The quasiparticle gap is the smallest energy needed to take an electron out of a crystal and put another one back in, far from the hole left behind. Here it was computed in two steps. A PBEsol calculation with Quantum ESPRESSO gives the Kohn–Sham levels and their gap, and a one-shot GW calculation with Yambo then shifts the levels next to that gap. This was done for wurtzite AlN in six cells, from 12% compressed to 8% expanded about the given cell at 10.451 Å³/atom, with every edge scaled alike.

One size is worth remembering: 1% more volume lowers the quasiparticle gap at Γ, the centre of the Brillouin zone, by about 0.1 eV. PBEsol alone gives most of that fall. GW adds about 1.5 eV to the gap, more than a third of its PBEsol value in the given cell, and makes the slope about a sixth steeper.

Wurtzite AlN, computed with Yambo 5.3.0 as one-shot GW (G0W0, plasmon-pole model, 158 bands) on PBEsol states from Quantum ESPRESSO, without spin–orbit coupling. The potentials are PseudoDojo 0.4.1 SR PBEsol standard, with a wave cutoff of 1142.88 eV. The k mesh is 3 × 3 × 4, except for "gap on scf mesh", a PBEsol gap on 12 × 12 × 6.

| volume (Å³/atom) | c/a | shortest distance (Å) | gap on scf mesh (eV) | qp gap (eV) | ks gap same states (eV) | qp direct gap (eV) | qp gap at gamma (eV) |
| --- | --- | --- | --- | --- | --- | --- | --- |
| 9.197 | 1.6001 | 1.814 | 4.945 | 6.579 | 4.945 | 7.017 | 7.017 |
| 9.615 | 1.6001 | 1.841 | 4.882 | 6.546 | 4.882 | 6.546 | 6.546 |
| 10.033 | 1.6001 | 1.867 | 4.496 | 6.100 | 4.496 | 6.100 | 6.100 |
| 10.451 | 1.6001 | 1.893 | 4.136 | 5.684 | 4.136 | 5.684 | 5.684 |
| 10.869 | 1.6000 | 1.918 | 3.799 | 5.284 | 3.799 | 5.284 | 5.284 |
| 11.287 | 1.6001 | 1.942 | 3.482 | 4.915 | 3.482 | 4.915 | 4.915 |

**From 9.197 to 9.615 Å³/atom: two different gaps**

The first step looks out of line. The column "qp gap" falls by only 0.03 eV, whereas each later step takes off about 0.4 eV. The column "qp gap at gamma" shows no such pause: it falls by 0.47 eV in the same step. The irregularity therefore lies in which conduction state ends the gap.

In the smallest cell the lowest conduction state is not at Γ but at K, a corner of the hexagonal zone, while the valence top stays at Γ. The same run puts the Kohn–Sham conduction state at Γ 0.35 eV above the one at K. One step later Γ is the lowest in the Kohn–Sham bands, and it remains so down to the last row. From the second row on, all three quasiparticle columns repeat one value at Γ.

The two states exchange places because they respond differently to volume. The dense mesh behind "gap on scf mesh" contains K, so in the second row the Kohn–Sham gap to K is at least the 4.882 eV listed there. It can have dropped by no more than 0.06 eV from the first row, while the gap at Γ dropped by 0.41 eV. Measured from the valence top, the state at Γ moves fast, while the state at K hardly falls and may even rise.

Bonding theory offers part of a reason. At Γ the lowest conduction state is mainly an antibonding combination of s orbitals on Al and N, and all four bonds of an atom push it up together. At K the wave changes phase by a third of a turn between the three neighbours that surround the c axis, so their s–s couplings add up to zero and only the bond along the axis is left. A state that lacks most of this push has less to lose when the bonds lengthen. This can't be the whole story. With so little s–s push, K would be expected to lie several eV below Γ in every cell, so mixing with other orbitals, such as p, must help to hold it up. How that mixing changes with volume was not computed.

One doubt remains about the second row, because GW was applied there only at Γ. In the first row GW raises the state at Γ by 0.09 eV more than the state at K. If the same difference holds one step later, and the Kohn–Sham gap to K has not changed, K would still lie about 0.02 eV lower after GW. The listed 6.546 eV is thus safely the gap at Γ, but it may lie slightly above the true minimum.

**From 9.615 to 11.287 Å³/atom: the bonds let go**

From here on one state can be followed, and the gap falls in every step. The usual bonding picture, which these runs don't test directly, offers a reason. The Γ conduction state is pushed up by antibonding between neighbours. The valence top, made mainly of N 2p orbitals, is pushed down by bonding. Both pushes weaken as the bonds stretch, so the conduction edge comes down towards the valence edge.

A two-level model gives the size of the effect. Two atomic levels that lie 2h apart and are coupled by an energy W split into levels at ±√(h² + W²) about their mean. The couplings between neighbours scale roughly as 1/d², where d is the bond length ("shortest distance"), and d² grows as volume to the power 2/3. Each level therefore moves towards the mean at the rate (2/3)·W²/√(h² + W²) per unit of the logarithm of volume.

The estimate for the given cell uses rough, recalled atomic levels: −11 and −26 eV for the s orbitals of Al and N, −5.7 and −14 eV for their p orbitals. The couplings are standard tight-binding values in units of ħ²/(m·d²), with m the electron mass; at d = 1.893 Å this unit is about 2.1 eV.

- Conduction edge, s orbitals: h = (26 − 11)/2 = 7.5 eV and W = 4 × 1.3 × 2.1 ≈ 11 eV. The rate is (2/3) × 11²/√(7.5² + 11²) ≈ 6 eV.
- Valence edge, p orbitals: h = (14 − 5.7)/2 ≈ 4.2 eV and W ≈ 1.3 × 2.1 ≈ 2.7 eV. The rate is (2/3) × 2.7²/√(4.2² + 2.7²) ≈ 1 eV.

Together they give a fall of about 7 eV per unit of ln(volume), or 0.07 eV for 1% of volume. The PBEsol gap at Γ falls at 8.7 eV around this cell, so the model, which was adjusted to no row, comes out about a fifth too low. It assigns most of the fall to the s orbitals, which fits a conduction state that moves quickly at Γ. For the gap itself it fails badly, with nearly 10 eV where PBEsol has 4.1 eV. It is a guide to how the gap changes, not to how large it is.

In percent, the gap shrinks much faster than the couplings. Over the whole series 1/d² falls by 13%, but the Kohn–Sham gap at Γ falls by 34%. The model hints at a reason but doesn't reproduce the size. In it each edge lies some distance from the mean of its two atomic levels. The gap is what remains of these two distances after a fixed amount has been taken away, because the atomic s levels lie on average well below the p levels. The smaller the remainder, the larger the share that a modest loss takes from it. The model's own remainder is far too large, so its gap falls by only about a seventh.

The fall also slows down a little, from 9.3 eV per unit of ln(volume) in the first step to 8.4 eV in the last. This is the curvature that a 1/d² law brings. A constant plus a multiple of 1/d², fitted to the Kohn–Sham gap at Γ in all six rows, follows the values to about 0.001 eV; a straight line in ln(volume) misses by about 0.01 eV. The fit describes the curve but doesn't test the two-level model, in which the gap follows 1/d² only roughly. The two fitted constants have no separate meaning. The printed output after this text lists both fits and the step-by-step slopes.

**The same rows after GW**

The quasiparticle gap at Γ falls by 2.1 eV over the series, and 86% of that is already in the PBEsol levels. The rest comes from the GW correction, which shrinks from 1.72 eV in the smallest cell to 1.43 eV in the largest. A constant upward shift of the PBEsol gaps would therefore give the right direction but a slope that is too gentle.

The parts of the correction show how it shrinks. Exact exchange, taken relative to the PBEsol potential, opens the gap, and this opening loses 0.90 eV over the series. Correlation closes the gap, and this closing weakens by only 0.57 eV, so the loss in exchange wins. (The program then scales the shift of each level by about 0.8, so the two parts don't add up exactly to the change in the correction.) The exchange energy by itself weakens far more at the valence top than at the conduction edge. A plausible reason is that the valence state overlaps more with the other filled orbitals, which spread out as the cell grows. But the PBEsol potential weakens too, and more so at the conduction edge. Once it is subtracted, the larger part of the loss sits there. In the whole correction, with correlation included, the two edges share the shrinkage about equally.

This smaller trend is also the less secure one. The GW runs are not converged in bands, cutoffs and mesh, and their fixed number of bands reaches less high in energy as the cell grows. Some of the 0.29 eV by which the correction shrinks (1.72 − 1.43) may come from that. The absolute gaps are no benchmarks for the same reason. Even when converged, one-shot GW on PBEsol levels tends to give gaps that are somewhat too small.

**Using the slope**

For strained AlN, 0.1 eV per percent of volume is the part of the gap shift that belongs to uniform expansion or compression, as long as the gap ends at Γ. A film grown along the c axis and held by its substrate is strained in the plane and relaxes along that axis, so its c/a ratio changes. In this series c/a stays at 1.600, and the effect of changing the cell's shape has to be added separately.

Other semiconductors show the same division between states. In gallium arsenide the direct gap at Γ widens quickly under pressure, and at high enough pressure a conduction state elsewhere in the zone becomes the lowest. In silicon the gap ends away from Γ from the start, and it changes only slowly with pressure, in the opposite direction. To guess how a gap responds to volume, first find the two states between which it lies, and then ask how far the coupling between neighbouring atoms pushes each of them up or down.

Numerical output:

```
Gamma gap and GW correction in eV and slopes per unit ln V in eV:
     row  KS gap  GW correction  valence lowered  conduction raised  KS slope  QP slope
   9.197   5.295          1.722            1.055              0.667       n/a       n/a
   9.615   4.882          1.664            1.026             0.6381    -9.294     -10.6
  10.033   4.496          1.604           0.9906             0.6134    -9.071    -10.48
  10.451   4.136          1.548           0.9525             0.5955     -8.82    -10.19
  10.869   3.799          1.485           0.9173             0.5677    -8.593     -10.2
  11.287   3.482          1.433           0.9026             0.5304      -8.4    -9.778
fit of ksg on 6 rows: constant -8.913 +/- 0.0078, coefficient of s2 13.05 +/- 0.0077; rms 0.000727, worst 9.197 0.00108, leave-one-out rms 0.00137
fit of ksg on 6 rows: constant 24.92 +/- 0.19, coefficient of lv -8.853 +/- 0.083; rms 0.0117, worst 9.197 -0.0156, leave-one-out rms 0.021
KS deformation potential at Gamma around the given cell (eV): -8.709
QP deformation potential at Gamma around the given cell (eV): -10.2
Fall of the KS gap at Gamma over the series (eV): 1.813
Fall of the QP gap at Gamma over the series (eV): 2.102
Share of the QP fall already in KS (percent): 86.26
Fall of the KS gap at Gamma (percent): 34.24
Fall of the inverse square of the bond length (percent): 12.76
Fall of the gap in the unfitted two-level model (eV): 1.48
Part of that model fall from the s levels (eV): 1.277
Gap of the two-level model in the given cell (eV): 9.643
Fall of the reported QP gap in the first step (eV): 0.033
Fall of the QP gap at Gamma in the first step (eV): 0.471
KS conduction state at Gamma above K in the first row (eV): 0.3501
GW raises the Gamma conduction state more than K in the first row by (eV): 0.08792
Largest possible fall of the KS gap to K in the first step (eV): 0.063
QP gap to K less that at Gamma in the second row if the KS gap to K stayed constant (eV): -0.02492
Loss of gap opening by exchange less the PBEsol potential over the series (eV): 0.8955
Gap closing by correlation weakens over the series by (eV): 0.5712
```
